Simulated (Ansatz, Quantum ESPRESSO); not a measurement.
This is a calculation of InPd for Ansatz 0.2.0. The cell comes from a database or a generator and needn't be the stable form of this composition.

input.yaml

```yaml
crystal:
  lattice:
    - [3.27188478, 0.0, 0.0]
    - [0.0, 3.27188478, 0.0]
    - [0.0, 0.0, 3.27188478]
  atoms:
    - { symbol: In, position: [0.0, 0.0, 0.0] }
    - { symbol: Pd, position: [0.5, 0.5, 0.5] }
hamiltonian:
  xc: pbe
  pseudopotentials: { kind: paw, azcp: { folder: soft_1 } }
kpoints:
  mp_grid: { grid: [8, 8, 8] }
scf:
  occupations: { method: fermi_dirac, width: 0.05 }
output:
  forces: true
  stress: true
  eigenvalues: true
```

Potentials or basis: Ansatz PAW soft_1.

The run is started by

```bash
$ ansatz run input.yaml --threads 1 --pin off --max-ram 3584MiB --backend cpu --events-out ev --progress --plain --runs-dir out
```

**Question.** Set up the same calculation for Quantum ESPRESSO 7.5. Potentials or basis there: SSSP 1.3 efficiency PBE, cutoff 816 eV.

**Answer.** As run (cutoffs and basis follow the program's own potentials, and thresholds, step limits or extra output files can differ):

File pw.in:

```
&CONTROL
  calculation = 'scf'
  prefix = 'pwscf'
  outdir = './tmp'
  pseudo_dir = './pseudo'
  tprnfor = .true.
  tstress = .true.
  disk_io = 'nowf'
/
&SYSTEM
  ibrav = 0
  nat = 2
  ntyp = 2
  ecutwfc = 60
  ecutrho = 440
  nbnd = 23
  occupations = 'smearing'
  smearing = 'fd'
  degauss = 0.00367493
/
&ELECTRONS
  conv_thr = 4d-10
  electron_maxstep = 120
  mixing_beta = 0.5
/
ATOMIC_SPECIES
In   114.8180 In.pbe-dn-rrkjus_psl.0.2.2.UPF
Pd   106.4200 Pd_ONCV_PBE-1.0.oncvpsp.upf
CELL_PARAMETERS angstrom
   3.2718847800    0.0000000000    0.0000000000
   0.0000000000    3.2718847800    0.0000000000
   0.0000000000    0.0000000000    3.2718847800
ATOMIC_POSITIONS crystal
In     0.0000000000    0.0000000000    0.0000000000
Pd     0.5000000000    0.5000000000    0.5000000000
K_POINTS automatic
8 8 8 0 0 0
```

Potentials or basis: SSSP 1.3 efficiency PBE.

The run is started by

```bash
$ OMP_NUM_THREADS=1 pw.x -in pw.in > pw.out
```

Both were run:

|  | Ansatz | Quantum ESPRESSO |
| --- | --- | --- |
| Pressure | 3.6 GPa | 3.5 GPa |

Ansatz's pressure holds a Pulay term of +0.05 GPa for its cutoff of 420 eV, which the other run lacks.

Where Ansatz's input types no cutoff or centring, it takes its own default and a Γ-centred mesh.

Pressure is positive in compression.
